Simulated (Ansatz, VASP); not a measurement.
This is a calculation of YbH3 for Ansatz 0.2.0.

Contents of input.yaml:

```yaml
crystal:
  lattice:
    - [0.0, 2.604971, 2.604971]
    - [2.604971, 0.0, 2.604971]
    - [2.604971, 2.604971, 0.0]
  atoms:
    - { symbol: Yb, position: [0.011384, 0.008234, -0.013026], spin: 1.0 }
    - { symbol: H, position: [0.512377, 0.479455, 0.493168] }
    - { symbol: H, position: [0.237321, 0.255442, 0.250173] }
    - { symbol: H, position: [0.754466, 0.737571, 0.752379] }
hamiltonian:
  xc: pbe
  pseudopotentials: { kind: paw }
magnetization:
  spin_polarized: true
kpoints:
  mp_grid: { grid: [9, 9, 9] }
scf:
  occupations: { method: fermi_dirac, width: 0.05 }
output:
  forces: true
  stress: true
  eigenvalues: true
```

Potentials or basis: Ansatz PAW.

Run with:

```console
$ ansatz run input.yaml --threads 2 --pin off --max-ram 5120MiB --backend cpu --events-out ev --progress --plain --runs-dir out
```

Question: Translate it to VASP 6.6.1. Potentials there: VASP PAW PBE potentials, release 64 (Yb, H).

Answer: As run (the cutoff follows the program's own potentials):

Contents of INCAR:

```
SYSTEM = YbH3
PREC = Accurate
ENCUT = 520
EDIFF = 1E-7
ISMEAR = -1
SIGMA = 0.05
LREAL = .False.
LASPH = .True.
NELM = 150
ALGO = Normal
ISIF = 2
LWAVE = .False.
LCHARG = .False.
ISPIN = 2
MAGMOM = 1 0 0 0
LORBIT = 11
LMAXMIX = 6
GGA = PE
NBANDS = 26
```

File KPOINTS:

```
regular mesh
0
Gamma
  9 9 9
  0 0 0
```

File POSCAR:

```
YbH3
1.0
    0.0000000000      2.6049710000      2.6049710000
    2.6049710000      0.0000000000      2.6049710000
    2.6049710000      2.6049710000      0.0000000000
Yb H
1 3
Direct
    0.0113840000      0.0082340000     -0.0130260000
    0.5123770000      0.4794550000      0.4931680000
    0.2373210000      0.2554420000      0.2501730000
    0.7544660000      0.7375710000      0.7523790000
```

Potentials or basis: VASP PAW PBE potentials, release 64 (Yb, H).

Command:

```bash
$ cat potpaw_PBE.64/Yb/POTCAR potpaw_PBE.64/H/POTCAR > POTCAR
$ mpirun -np 1 vasp_std > vasp.out
```

Both were run:

|  | VASP | Ansatz | Ansatz less VASP |
| --- | --- | --- | --- |
| gap on the k mesh at the Fermi level (eV) | none | none | - |
| pressure (GPa) | -5.3 | -5.2 | +0.15 |
| largest component of the traceless stress (GPa) | 0.38 | 0.37 | -0.005 |
| rms of the force components (eV/Å) | 0.135 | 0.134 | -0.0007 |
| net moment per atom (μB) | 0.04 | 0.04 | -0.002 |
| size of the moment on the site where the two differ most (μB) | 0.16 | 0.15 | -0.007 |

Site moments also hang on the region over which each program counts them. Atom by atom the forces differ by 0.001 eV/Å (rms over components). A gap of «none» marks a metal or a gap that the smearing closes. With one functional, cell and mesh, what is left measures potentials, basis and numerics.

Caveats: spin-orbit coupling is left out, which moves the levels of the heavy elements; without U or exact exchange the open f shell lies at the Fermi level, which spoils levels, moments and volumes. The state reached can hang on the start; a lower one may exist.
